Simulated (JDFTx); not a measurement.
**Ta: equation of state with PBEsol**

**What was measured.**

“Pressure effects on the electronic structure and superconductivity of (TaNb)0.67(HfZrTi)0.33 high entropy alloy”, 2019, arxiv:1910.08312 quotes, for a bulk crystal of Ta: bulk modulus 194 GPa.

The system is Ta.

```
Ta
1.0
    -1.65128    1.65128    1.65128
     1.65128   -1.65128    1.65128
     1.65128    1.65128   -1.65128
Ta
1
Direct
  0.00000 0.00000 0.00000
```

```yaml
Program: JDFTx 1.7.0 (patched build)
Task: equation of state
Functional: PBEsol
Potentials_or_basis: PseudoDojo-SR-PBEsol-0.4.1-standard with smoothed tails
Cutoff: 789 eV
Density_cutoff: 3157 eV
k_mesh: 11 × 11 × 11
Occupations: fermi-dirac, width 0.05 eV
Spin: no spin polarisation
```

```json
{
  "Equilibrium volume": "17.64 Å³/atom",
  "Bulk modulus": "212 GPa",
  "Pressure derivative of the bulk modulus": "4.4"
}
```

Energy against volume, from the lowest point:
```csv
volume (Å³/atom),energy (meV/atom)
16.930,20.26
17.290,4.70
17.650,0.00
18.010,4.99
18.371,18.63
18.731,40.05
19.091,68.48
```

Against the measured bulk modulus of Ta, 194 GPa (quoted in “Pressure effects on the electronic structure and superconductivity of (TaNb)0.67(HfZrTi)0.33 high entropy alloy”, 2019, arxiv:1910.08312), the calculated 212 GPa is off by +9.1 %. The fit is for a static lattice scaled at fixed shape and fixed fractional positions.

Spin-orbit coupling is left out, which matters for the levels of Ta.
